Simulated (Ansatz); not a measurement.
Calculated with Ansatz (gas phase, PBE0-D4/def2-TZVP geometries, no zero-point term in ΔE). CCSD(T)/CBS is the MP2 limit (def2-TZVPP, def2-QZVPP) plus CCSD(T) − MP2 in def2-TZVPP, frozen cores. This one scheme is used for every species. Functionals use def2-TZVPP. One conformer a species, not always the lowest.

Consider the ligand exchange at the Si–C bond: `[SiH3]CBC=S` + `OCCO` → `OCCO[SiH3]` + `CBC=S`.

| level | ΔE (kJ/mol) |
| --- | --- |
| PBE0-D4 | -68.4 |
| ωB97M-V | -75.1 |
| HF/def2-TZVPP | -93.8 |
| CCSD/def2-TZVPP | -78.2 |

What does CCSD(T)/CBS give? (Best estimate.)

Computed: -75.6 kJ/mol. The listed levels differ from it by 7.2, 0.5, -18.2, -2.6 kJ/mol.

Largest T1 diagnostic among the species: 0.019.

The D4 term adds +5.3 kJ/mol with B3LYP and +2.8 kJ/mol with PBE0; it sums over pairs of atoms, weighted by their polarisabilities, and B3LYP, whose exchange is more repulsive, gets the larger term. In def2-TZVPP, CCSD(T) changes the Hartree–Fock value by +17.6 kJ/mol (the triples alone add +2.0 kJ/mol) and MP2 by +15.7 kJ/mol.

CCSD(T)/CBS has its own doubt, a few kJ/mol and more with outer-core shells, so smaller differences from it don't rank the levels.

B3LYP here is the variant with VWN-RPA as its local correlation; programs differ in this.
